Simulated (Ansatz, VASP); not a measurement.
## BN: VASP beside Ansatz

```
CELL_PARAMETERS angstrom
0.00000 1.83129 1.83129
1.83129 0.00000 1.83129
1.83129 1.83129 0.00000
ATOMIC_POSITIONS crystal
B 0.00000 0.00000 0.00000
N 0.75000 0.75000 0.75000
```

Change from the starting cell: volume scaled by 1.04, crystal datasets.

Alike in both runs: task electric field gradients; functional PBE; k mesh 13 × 13 × 13; occupations fermi-dirac, width 0.03 eV; no spin polarisation.

|  | VASP | Ansatz |
| --- | --- | --- |
| version | VASP 6.6.1 | Ansatz 0.2.0 |
| potentials or method | VASP PAW PBE potentials, release 64 (B, N), cutoff 520 eV | all-electron PAW with datasets made for the crystal, scalar-relativistic |

Ansatz gave:

* gap on the k mesh at the Fermi level (eV): 4.50
* pressure (GPa): -11.0
* Vzz of the field gradient on the site that differs most (V/Å²): 0.0

Question: Which values does VASP return?

Answer: gap on the k mesh at the Fermi level (eV): 4.49; pressure (GPa): -10.8; Vzz of the field gradient on the site that differs most (V/Å²): 0.0.

Ansatz ran all-electron here, so the differences hold the error of VASP's frozen core and of both bases.

Caveats: an odd mesh through Γ misses points on the zone boundary, where band edges often lie.
